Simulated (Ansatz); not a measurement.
Nb (hcp)

The computed numbers are results of PBE with spin–orbit coupling (two-component spinors) in the plane-wave PAW code Ansatz at 420 eV, Γ-centred 16×16×8 mesh, 0.05 eV Gaussian smearing; PAW files: Ansatz's generated set soft_2.

```cif
data_structure
_symmetry_space_group_name_H-M 'P6_3/mmc'
_symmetry_Int_Tables_number 194
_cell_length_a 2.8668
_cell_length_b 2.8668
_cell_length_c 5.2434
_cell_angle_alpha 90.000
_cell_angle_beta 90.000
_cell_angle_gamma 120.000
_cell_volume 37.32
loop_
_atom_site_label
_atom_site_type_symbol
_atom_site_symmetry_multiplicity
_atom_site_Wyckoff_symbol
_atom_site_fract_x
_atom_site_fract_y
_atom_site_fract_z
_atom_site_occupancy
Nb1 Nb 2 d 0.33333 0.66667 0.75000 1
```

At room temperature and ambient pressure Nb is bcc.

The pressure at this geometry is 0.1 GPa.

**Question.** Which orbitals carry the states at the Fermi level, and how many states are there?

**Answer.** Within 0.1 eV of it: Nb 4d 92 % (shares among the projected shells). The density of states at the Fermi level is about 3 states/eV per cell, averaged over 0.3 eV.

Density of states (tetrahedra, averaged over 0.5 eV; states/eV per cell of 2 atoms; energy in eV from the Fermi level; projections on Löwdin-orthogonalised atomic orbitals, summed over sites):

```csv
E,total,Nb 4d,Nb 5s,Nb 4s,Nb 4p
-6.10,0.03,0.00,0.03,0.01,0.00
-5.60,0.12,0.00,0.10,0.02,0.00
-5.10,0.19,0.01,0.15,0.02,0.00
-4.60,0.27,0.02,0.22,0.02,0.01
-4.10,0.48,0.13,0.31,0.03,0.01
-3.60,2.12,1.51,0.52,0.06,0.02
-3.10,2.57,2.11,0.38,0.03,0.03
-2.60,2.33,2.06,0.21,0.02,0.03
-2.10,2.66,2.48,0.12,0.01,0.03
-1.60,2.54,2.39,0.08,0.00,0.03
-1.10,2.38,2.19,0.11,0.00,0.02
-0.60,2.28,2.09,0.11,0.00,0.02
-0.10,2.91,2.58,0.20,0.00,0.03
0.40,2.40,2.06,0.22,0.00,0.02
0.90,2.38,2.12,0.14,0.00,0.01
1.40,2.48,2.27,0.10,0.00,0.01
1.90,1.89,1.72,0.07,0.00,0.00
2.40,1.81,1.68,0.05,0.00,0.00
2.90,1.90,1.79,0.06,0.00,0.00
3.40,2.08,1.95,0.10,0.00,0.00
3.90,2.34,2.17,0.12,0.00,0.00
4.40,2.83,2.59,0.16,0.01,0.00
4.90,1.68,1.41,0.17,0.01,0.00
5.40,0.90,0.61,0.18,0.01,0.00
5.90,0.75,0.38,0.20,0.02,0.00
```
